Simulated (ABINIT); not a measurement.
Wanted: the native input for an ABINIT 10.8.3 (patched build) run.

* Task: band structure
* Functional: PBE
* Potentials or basis: PseudoDojo NC SR PBE v0.5 stringent
* Cutoff: 1252 eV
* k mesh: 9 × 9 × 5
* Occupations: fermi-dirac, width 0.05 eV
* Spin: no spin polarisation

Crystal: ZnO (zincite).

```
Zn O
1.0
     3.24931    0.00000    0.00000
    -1.62465    2.81398    0.00000
     0.00000    0.00000    5.20571
Zn O
2 2
Direct
  0.66667 0.33333 0.00000
  0.33333 0.66667 0.50000
  0.33333 0.66667 0.87901
  0.66667 0.33333 0.37901
```

The input as run:

run.abi

```
ndtset 2

pp_dirpath "./"
pseudos "Zn.upf, O.upf"

acell 3.249308 3.249308 5.205709 Angstrom
rprim
     1.0000000000     0.0000000000     0.0000000000
    -0.5000000000     0.8660254038     0.0000000000
     0.0000000000     0.0000000000     1.0000000000
ntypat 2
znucl 30 8
natom 4
typat 1 1 2 2
xred
     0.6666666667     0.3333333333     0.0000000000
     0.3333333333     0.6666666667     0.5000000000
     0.3333333333     0.6666666667     0.8790100000
     0.6666666667     0.3333333333     0.3790100000

ecut 46.0

ixc 11

occopt 3
tsmear 0.00183747

nstep 100

iomode 3
prtwf 0
prteig 0
prtebands 0
enunit 1
prtden1 1
prtvha1 1
prtvclmb1 1
prtpot1 1
prtelf1 1

kptopt1 1
ngkpt1 9 9 5
nshiftk1 1
shiftk1 0.0 0.0 0.0
nband1 32
tolvrs1 1.0e-10

iscf2 -2
getden2 1
nband2 38
nbdbuf2 4
tolwfr2 1.0e-11
kptopt2 -7
ndivsm2 5
prteig2 1
prtvol2 -3
kptbounds2
     0.0000000000     0.0000000000     0.0000000000
     0.5000000000     0.0000000000     0.0000000000
     0.3333333333     0.3333333333     0.0000000000
     0.0000000000     0.0000000000     0.0000000000
     0.0000000000     0.0000000000     0.5000000000
     0.5000000000     0.0000000000     0.5000000000
     0.3333333333     0.3333333333     0.5000000000
     0.0000000000     0.0000000000     0.5000000000
```

Potentials or basis: PseudoDojo NC SR PBE v0.5 stringent.

The run is started by

```console
$ abinit run.abi > log 2>&1
```

It gave:

```
Pressure                                              : 4.5 GPa
Largest force                                         : 0.070 eV/Å
Band gap on the k mesh                                : 0.87 eV, direct
Band gap along the path                               : 0.87 eV, direct
Valence electrons inside the program's atomic spheres : Zn 18.16; O 6.25
```

Wall time 4.7 min on 1 thread of Intel(R) Xeon(R) 6975P-C (Granite Rapids) (shared host), peak memory 0.22 GiB.
